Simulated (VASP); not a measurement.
# CdSe (Cadmoselite) (P6_3mc) in VASP: a series of runs, part 3 of 3

VASP 6.6.1.

## (4) Relaxation of shape and atoms at fixed volume, PBE (a relaxed cell with its volume scaled by 1.06)

File INCAR:

```
SYSTEM = CdSe
ALGO = Normal ; EDIFF = 1E-7
EDIFFG = -0.01 ; ENCUT = 600
GGA = PE ; IBRION = 2
ISIF = 4 ; ISMEAR = 0
LASPH = .TRUE. ; LCHARG = .FALSE.
LREAL = .FALSE. ; LWAVE = .FALSE.
NELM = 80 ; NSW = 40
PREC = Accurate ; SIGMA = 0.03
```

File KPOINTS:

```
k-points
0
G
  9 9 4
  0 0 0
```

File POSCAR:

```
CdSe                                    
1.0
    4.4760247000     -0.0000000000      0.0000000000
   -2.2380123501      3.8763510983      0.0000000000
    0.0000000000      0.0000000000      7.3050987235
  Cd              Se            
     2     2
Direct
     0.3333333332999970    0.6666666667000030    0.0045799279776138
     0.6666666667000030    0.3333333332999970    0.5045799279776138
     0.3333333332999970    0.6666666667000030    0.3804200720223842
     0.6666666667000030    0.3333333332999970    0.8804200720223843
```

Potentials or basis: VASP PAW PBE potentials, release 64 (Cd, Se).

Run with:

```sh
cat potpaw_PBE.64/Cd/POTCAR potpaw_PBE.64/Se/POTCAR > POTCAR
mpirun -np 1 vasp_std > vasp.out
```

OUTCAR:

```text
SYSTEM = CdSe
   EDIFF = 1E-7
   EDIFFG = -0.01
   ENCUT = 600
   GGA = PE
   IBRION = 2
   ISIF = 4
   ISMEAR = 0
   LASPH = .TRUE.
   LREAL = .FALSE.
   NELM = 80
   NSW = 40
   PREC = Accurate

 ion  position               nearest neighbor table
   1  0.333  0.667  0.005-   4 2.74   4 2.74   4 2.74   3 2.75
   2  0.667  0.333  0.505-   3 2.74   3 2.74   3 2.74   4 2.75
   3  0.333  0.667  0.380-   2 2.74   2 2.74   2 2.74   1 2.75
   4  0.667  0.333  0.880-   1 2.74   1 2.74   1 2.74   2 2.75

  LATTYP: Found a hexagonal cell.
 ALAT       =     4.4760247000
 C/A-ratio  =     1.6320505835

  Lattice vectors:

 A1 = (   4.4760247000,   0.0000000000,   0.0000000000)
 A2 = (  -2.2380123501,   3.8763510983,   0.0000000000)
 A3 = (   0.0000000000,   0.0000000000,   7.3050987235)

Analysis of symmetry for initial positions (statically):
=====================================================================
 Subroutine PRICEL returns:
 Original cell was already a primitive cell.

 Routine SETGRP: Setting up the symmetry group for a
 hexagonal supercell.

 Subroutine GETGRP returns: Found 12 space group operations
 (whereof  6 operations were pure point group operations)
 out of a pool of 24 trial point group operations.

The static configuration has the point symmetry C_3v.
 The point group associated with its full space group is C_6v.

Analysis of symmetry for dynamics (positions and initial velocities):
=====================================================================
 Subroutine PRICEL returns:
 Original cell was already a primitive cell.

 Routine SETGRP: Setting up the symmetry group for a
 hexagonal supercell.

 Subroutine GETGRP returns: Found 12 space group operations
 (whereof  6 operations were pure point group operations)
 out of a pool of 24 trial point group operations.

The dynamic configuration has the point symmetry C_3v.
 The point group associated with its full space group is C_6v.

 Subroutine INISYM returns: Found 12 space group operations
 (whereof  6 operations are pure point group operations),
 and found     1 'primitive' translations

----------------------------------------------------------------------------------------

                                     Primitive cell

  volume of cell :     126.7482

  direct lattice vectors                    reciprocal lattice vectors
     4.476024700  0.000000000  0.000000000     0.223412529  0.128987284  0.000000000
    -2.238012350  3.876351098  0.000000000     0.000000000  0.257974568  0.000000000
     0.000000000  0.000000000  7.305098723     0.000000000  0.000000000  0.136890689

  length of vectors
     4.476024700  4.476024700  7.305098723     0.257974568  0.257974568  0.136890689

  position of ions in fractional coordinates (direct lattice)
     0.333333333  0.666666667  0.004579928
     0.666666667  0.333333333  0.504579928
     0.333333333  0.666666667  0.380420072
     0.666666667  0.333333333  0.880420072

  ion indices of the primitive-cell ions
   primitive index   ion index
                 1           1
                 2           2
                 3           3
                 4           4

[... 24 lines left out ...]
 Found     36 irreducible k-points:

 Following reciprocal coordinates:
            Coordinates               Weight
  0.000000  0.000000  0.000000      1.000000
  0.111111  0.000000  0.000000      6.000000
  0.222222  0.000000  0.000000      6.000000
  0.333333  0.000000  0.000000      6.000000
  0.444444  0.000000  0.000000      6.000000
  0.111111  0.111111  0.000000      6.000000
[... 16 lines left out ...]
  0.333333  0.222222  0.250000     24.000000
  0.333333  0.333333  0.250000      4.000000
 [... further k-points ...]
   k-points           NKPTS =     36   k-points in BZ     NKDIM =     36   number of bands    NBANDS=     22
   number of dos      NEDOS =    301   number of ions     NIONS =      4
   total plane-waves  NPLWV =  77760
   dimension x,y,z NGX =    36 NGY =   36 NGZ =   60
   dimension x,y,z NGXF=    72 NGYF=   72 NGZF=  120
   ions per type =               2   2
   NGX,Y,Z   is equivalent  to a cutoff of  13.37, 13.37, 13.65 a.u.
   NGXF,Y,Z  is equivalent  to a cutoff of  26.74, 26.74, 27.31 a.u.
 SYSTEM =  CdSe
   PREC   = accura    normal or accurate (medium, high low for compatibility)
   ISTART =      0    job   : 0-new  1-cont  2-samecut
   ICHARG =      2    charge: 1-file 2-atom 10-const
   ISPIN  =      1    spin polarized calculation?
   LNONCOLLINEAR =      F non collinear calculations
   LSORBIT =      F    spin-orbit coupling
   LASPH  =      T    aspherical Exc in radial PAW
   ENCUT  =  600.0 eV  44.10 Ry    6.64 a.u.   8.94  8.94 14.59*2*pi/ulx,y,z
   NELM   =     80;   NELMIN=  2; NELMDL= -5     # of ELM steps
   EDIFF  = 0.1E-06   stopping-criterion for ELM
   LREAL  =      F    real-space projection
   EDIFFG = -.1E-01   stopping-criterion for IOM
   NSW    =     40    number of steps for IOM
   IBRION =      2    ionic relax: 0-MD 1-quasi-New 2-CG
   NFREE  =      1    steps in history (QN), initial steepest desc. (CG)
   ISIF   =      4    stress and relaxation
   ISYM   =      2    0-nonsym 1-usesym 2-fastsym
   POTIM  = 0.5000    time-step for ionic-motion
   TEBEG  =    0.0;   TEEND  =   0.0 temperature during run
   PSTRESS=    0.0 pullay stress
   NELECT =      36.0000    total number of electrons
   NUPDOWN=      -1.0000    fix difference up-down
   EMIN   =  10.00;   EMAX   =-10.00  energy-range for DOS
   EFERMI =   0.00;   METHOD = LEGACY
   ISMEAR =     0;   SIGMA  =   0.03  broadening in eV -4-tet -1-fermi 0-gaus
   EFERMI_NEDOS =   21; number of points for ismear=-14 and -15
   IALGO  =     38    algorithm
   IMIX   =      4    mixing-type and parameters
     AMIX     =   0.40;   BMIX     =  1.00
     AMIX_MAG =   1.60;   BMIX_MAG =  1.00
  volume/ion in A,a.u.               =      31.69       213.83
  Fermi-wavevector in a.u.,A,eV,Ry     =   1.076123  2.033577 15.756090  1.158040
  Thomas-Fermi vector in A             =   2.211998
   LORBIT       =      0    0 simple, 1 ext, 2 COOP (PROOUT), +10 PAW based schemes
   GGA     = PE    functional components
   LHFCALC =     F    Hartree Fock is set to
   AEXX    =    0.0000 exact exchange contribution
   IVDW    =     0    specifies the selected vdW correction
   LEPSILON=     F    determine dielectric tensor
   LRPA    =     F    only Hartree local field effects (RPA)
 conjugate gradient relaxation of ions
 non-spin polarized calculation
 Gauss-broadening in eV      SIGMA  =   0.03
  energy-cutoff  :      600.00
  volume of cell :      126.75
 maximum number of plane-waves:      4257
 NGX is ok and might be reduce to    36
   NGX = 17   NGY = 17   NGZ = 29

 number of electron      35.9999996 magnetization

 Free energy of the ion-electron system (eV)
  ---------------------------------------------------
  ext. energy  EPLUGINS =         0.00000000
  ---------------------------------------------------
  free energy    TOTEN  =       -10.94291220 eV

  energy without entropy =      -10.94291220  energy(sigma->0) =      -10.94291220

 E-fermi :   0.2367     XC(G=0):  -8.3495

 val. band max:        0.0733281343   @ k =   0.0000   0.0000   0.0000
 cond. band min:       0.4771921431   @ k =   0.0000   0.0000   0.0000
 fundamental gap:      0.4038640088
 Fermi energy:         0.2367424502

 k-point     1 :       0.0000    0.0000    0.0000
  band No.  band energies     occupation
      1     -11.9304      2.00000
      2     -11.6500      2.00000
      3      -7.5324      2.00000
      4      -7.5284      2.00000
      5      -7.5284      2.00000
      6      -7.4808      2.00000
[... 589 lines left out ...]
     21       4.9225      0.00000
     22       6.2312      0.00000

 [... further k-points ...]

------------------------ aborting loop because EDIFF is reached ----------------------------------------

  FORCE on cell =-STRESS in cart. coord.  units (eV):
  Direction    XX          YY          ZZ          XY          YZ          ZX
  --------------------------------------------------------------------------------------
  -------------------------------------------------------------------------------------
  Total       -1.7980339     -1.7980339     -1.7962703      0.0000000      0.0000000      0.0000000
  in kB      -22.7282919    -22.7282919    -22.7059979      0.0000000      0.0000000      0.0000000
  external PRESSURE =     -22.7208606 kB  Pullay stress =       0.0000000 kB

 VOLUME and BASIS-vectors are now :
 -----------------------------------------------------------------------------
  energy-cutoff  :      600.00
  volume of cell :      126.75
      direct lattice vectors                 reciprocal lattice vectors
     4.476024700  0.000000000  0.000000000     0.223412529  0.128987284  0.000000000
    -2.238012350  3.876351098  0.000000000     0.000000000  0.257974568  0.000000000
     0.000000000  0.000000000  7.305098723     0.000000000  0.000000000  0.136890689

 POSITION                                       TOTAL-FORCE (eV/Angst)
 -----------------------------------------------------------------------------------
     -0.00000      2.58423      0.03346        -0.000000      0.000000     -0.002413
      2.23801      1.29212      3.68601         0.000000      0.000000     -0.002413
     -0.00000      2.58423      2.77901        -0.000000     -0.000000      0.002413
      2.23801      1.29212      6.43156         0.000000      0.000000      0.002413
 -----------------------------------------------------------------------------------
    total drift:                               -0.000000      0.000000     -0.000141

  FREE ENERGIE OF THE ION-ELECTRON SYSTEM (eV)
  ---------------------------------------------------
  free  energy   TOTEN  =       -10.9429121999 eV

  energy  without entropy=      -10.9429121999  energy(sigma->0) =      -10.94291220

 reached required accuracy - stopping structural energy minimisation
```

Wall time 80 s (1 thread of Intel Xeon Platinum 8488C (Sapphire Rapids), shared host); peak memory 0.33 GiB.

Results:

- Free energy: -10.9429 eV
- Pressure after relaxing: -2.3 GPa
- Band gap on the k mesh: 0.40 eV, direct

Forces in eV/Å, atoms in the order of the input:
```
Cd   0.000  0.000 -0.002
Cd   0.000  0.000 -0.002
Se   0.000  0.000  0.002
Se   0.000  0.000  0.002
```

Final structure:
```
Cd Se
1.0
     4.47602    0.00000    0.00000
    -2.23801    3.87635    0.00000
     0.00000    0.00000    7.30510
Cd Se
2 2
Cartesian
  0.0000 2.5842 0.0335
  2.2380 1.2921 3.6860
  0.0000 2.5842 2.7790
  2.2380 1.2921 6.4316
```

Caveat: the relaxation stopped at its first step, so nothing moved.

## (5) Relaxation of cell and atoms, LDA

File INCAR:

```
SYSTEM = CdSe
ALGO = Normal
EDIFF = 1E-6
EDIFFG = -0.01
ENCUT = 600
GGA = CA
IBRION = 2
ISIF = 3
ISMEAR = 0
LASPH = .TRUE.
LCHARG = .FALSE.
LREAL = .FALSE.
LWAVE = .FALSE.
NELM = 80
NSW = 90
PREC = Accurate
SIGMA = 0.03
```

KPOINTS is that of step 4.

File POSCAR:

```
CdSe
1.0
    4.3000000000      0.0000000000      0.0000000000
   -2.1500000000      3.7239092363      0.0000000000
    0.0000000000      0.0000000000      7.0200000000
Cd Se
2 2
Direct
    0.3333333333      0.6666666667      0.0000000000
    0.6666666667      0.3333333333      0.5000000000
    0.3333333333      0.6666666667      0.3850000000
    0.6666666667      0.3333333333      0.8850000000
```

Potentials or basis: VASP PAW LDA potentials, release 64 (Cd, Se).

Run with:

```sh
cat potpaw_LDA.64/Cd/POTCAR potpaw_LDA.64/Se/POTCAR > POTCAR
mpirun -np 1 vasp_std > vasp.out
```

Run time: 4.4 min. Hardware: 1 thread of AMD EPYC 9R45 (Zen 5), shared host; peak memory 0.25 GiB.

Results (log left out):

```
Free energy                            : -13.5200 eV
Relaxed volume                         : 27.32 Å³/atom
Relaxed cell                           : a = 4.257 Å, b = 4.257 Å, c = 6.962 Å, α = 90.00°, β = 90.00°, γ = 120.00°
Space group after relaxing (to 0.05 Å) : P6_3mc (No. 186)
Energy gained by relaxing              : 8.4 meV/atom
Ionic steps                            : 9
Pressure after relaxing                : 0.0 GPa
Largest force after relaxing           : 0.006 eV/Å
Band gap on the k mesh                 : 0.48 eV, direct
```

Forces in eV/Å, atoms in the order of the input:
```
Cd   0.000  0.000  0.006
Cd   0.000  0.000  0.006
Se   0.000  0.000 -0.006
Se   0.000  0.000 -0.006
```

Step by step:
```
step  energy change (eV)  largest force (eV/Å)  pressure (GPa)  volume (Å³)
   1              0.0000                0.2652           -1.41       112.41
   2             -0.0282                0.0862            0.47       108.42
   3             -0.0286                0.1087            0.26       108.80
   4             -0.0306                0.0379           -0.01       109.27
   5             -0.0306                0.0275           -0.03       109.33
   6             -0.0318                0.0266           -0.06       109.41
   7             -0.0332                0.0224           -0.18       109.63
   8             -0.0333                0.0105            0.18       108.93
   9             -0.0335                0.0056            0.01       109.26
```

Final structure:
```yaml
crystal:
  lattice:
    - [4.25703, 0.00000, 0.00000]
    - [-2.12852, 3.68670, 0.00000]
    - [0.00000, 0.00000, 6.96196]
  atoms:
    - { symbol: Cd, position: [0.33333, 0.66667, 0.00484] }
    - { symbol: Cd, position: [0.66667, 0.33333, 0.50484] }
    - { symbol: Se, position: [0.33333, 0.66667, 0.38016] }
    - { symbol: Se, position: [0.66667, 0.33333, 0.88016] }
```

Levels at points of the mesh, in eV from the valence-band top:
```tsv
k point	band 14	band 15	band 16	band 17	band 18	band 19	band 20	band 21	band 22
(0.00, 0.00, 0.00)	-0.82	-0.82	-0.07	0.00	0.00	0.48	2.05	5.72	5.72
(0.00, 0.00, 0.50)	-2.83	-0.43	-0.43	-0.43	-0.43	2.24	2.24	5.71	5.71
```

## (6) Relaxation of cell and atoms, LDA

This run uses another cell than the first one, of 27.32 Å³/atom, 0.972 times its volume.

Changes to INCAR since step 5:

```diff
@@ -2,4 +2,4 @@
 ALGO = Normal
-EDIFF = 1E-6
-EDIFFG = -0.01
+EDIFF = 1E-7
+EDIFFG = -0.005
 ENCUT = 600
```

KPOINTS is that of step 5.

File POSCAR:

```
CdSe                                    
1.0
    4.2570318348      0.0000000000      0.0000000000
   -2.1285159174      3.6866977137      0.0000000000
    0.0000000000      0.0000000000      6.9619601963
  Cd              Se            
     2     2
Direct
     0.3333333332999970    0.6666666667000030    0.0048410160536609
     0.6666666667000030    0.3333333332999970    0.5048410160536611
     0.3333333332999970    0.6666666667000030    0.3801589839463370
     0.6666666667000030    0.3333333332999970    0.8801589839463370
```

Potentials or basis: VASP PAW LDA potentials, release 64 (Cd, Se).

Run with:

```sh
cat potpaw_LDA.64/Cd/POTCAR potpaw_LDA.64/Se/POTCAR > POTCAR
mpirun -np 1 vasp_std > vasp.out
```

Wall time 74 s (1 thread of AMD EPYC 9R45 (Zen 5), shared host); peak memory 0.24 GiB.

Results (log left out):

```yaml
Free_energy: -13.5191 eV
Relaxed_volume: 27.32 Å³/atom
Relaxed_cell: a = 4.258 Å, b = 4.258 Å, c = 6.960 Å, α = 90.00°, β = 90.00°, γ = 120.00°
Space_group_after_relaxing_to_0.05_Å: P6_3mc (No. 186)
Energy_gained_by_relaxing: 0.0 meV/atom
Ionic_steps: 2
Pressure_after_relaxing: 0.0 GPa
Band_gap_on_the_k_mesh: 0.48 eV, direct
```

Final structure:
```yaml
crystal:
  lattice:
    - [4.25808, 0.00000, 0.00000]
    - [-2.12904, 3.68760, 0.00000]
    - [0.00000, 0.00000, 6.95981]
  atoms:
    - { symbol: Cd, position: [0.33333, 0.66667, 0.00488] }
    - { symbol: Cd, position: [0.66667, 0.33333, 0.50488] }
    - { symbol: Se, position: [0.33333, 0.66667, 0.38012] }
    - { symbol: Se, position: [0.66667, 0.33333, 0.88012] }
```

Levels at points of the mesh, in eV from the valence-band top:
```
           k point  band 15  band 16  band 17  band 18  band 19  band 20  band 21  band 22
(0.00, 0.00, 0.00)    -0.82    -0.06     0.00     0.00     0.48     2.05     5.72     5.72
(0.00, 0.00, 0.50)    -0.43    -0.43    -0.43    -0.43     2.24     2.24     5.72     5.72
```

A hybrid or GW would open this gap; LDA tends to underestimate it.

## (7) Overview

```tsv
task	level	potentials or basis	cell	gap on the mesh (eV)	pressure (GPa)
relaxation of shape and atoms at fixed volume	PBE	VASP PAW PBE potentials, release 64 (Cd, Se)	atoms relaxed at fixed volume from: a relaxed cell with its volume scaled by 1.02	0.49	-0.8
relaxation of shape and atoms at fixed volume	PBE	VASP PAW PBE potentials, release 64 (Cd, Se)	atoms relaxed at fixed volume from: a relaxed cell with its volume scaled by 1.04	0.45	-1.6
relaxation of shape and atoms at fixed volume	PBE	VASP PAW PBE potentials, release 64 (Cd, Se)	atoms relaxed at fixed volume from: a relaxed cell with its volume scaled by 1.06	0.40	-2.3
relaxation of cell and atoms	LDA	VASP PAW LDA potentials, release 64 (Cd, Se)	relaxed	0.48	0.0
```

Alike in all rows: no spin polarisation; k mesh 9 × 9 × 4; cutoff (eV) 600; smearing gaussian 0.03 eV.

Caveats: the relaxation stopped at its first step, so nothing moved (some runs).

Total energies depend on the potentials used, so only differences within one code and one set of settings carry meaning.
